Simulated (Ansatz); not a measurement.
SiNi3:

```
Ni Si
1.0
     3.54200    0.00000    0.00000
     0.00000    3.54200    0.00000
     0.00000    0.00000    3.54200
Ni Si
3 1
Direct
  0.50000 0.50000 0.00000
  0.50000 0.00000 0.50000
  0.00000 0.50000 0.50000
  0.00000 0.00000 0.00000
```

| Item | Value |
| --- | --- |
| Program | Ansatz 0.2.0 |
| Task | relaxation of cell and atoms |
| Functional | PBE |
| Dispersion | D3(BJ)-ATM |
| Potentials or basis | Ansatz PAW |
| Cutoff | 420 eV (not typed: the program's choice for these potentials) |
| k mesh | 8 × 8 × 8 |
| Occupations | fermi-dirac, width 0.05 eV |
| Spin | collinear spin, ferromagnetic start |
| Starting moments | [1.0, 1.0, 1.0, 0.0] μB |

At the start: volume 11.11 Å³/atom.

Task: Where does the relaxation end?

Result: It ends after 5 steps and the volume is 10.48 Å³/atom (-5.6 %); space group Pm-3m (No. 221, to 0.05 Å); moment 0.00 μB per cell.

Step by step:
| step | energy change (eV) | largest force (eV/Å) | volume (Å³) |
| --- | --- | --- | --- |
| 1 | 0.0000 | 0.0000 | 44.44 |
| 2 | -0.0773 | 0.0000 | 43.03 |
| 3 | -0.0970 | 0.0000 | 41.80 |
| 4 | -0.0973 | 0.0000 | 41.94 |
| 5 | -0.0963 | 0.0000 | 41.94 |

Final structure:
```
Ni Si
1.0
     3.47433    0.00000    0.00000
     0.00000    3.47433    0.00000
     0.00000    0.00000    3.47433
Ni Si
3 1
Direct
  0.50000 0.50000 0.00000
  0.50000 0.00000 0.50000
  0.00000 0.50000 0.50000
  0.00000 0.00000 0.00000
```

Caveat: the plane-wave basis is chosen anew once the cell has moved, so the energies of steps on either side of that aren't comparable; pairwise dispersion overbinds metals, which lowers pressure and volume; the starting moments weren't kept.
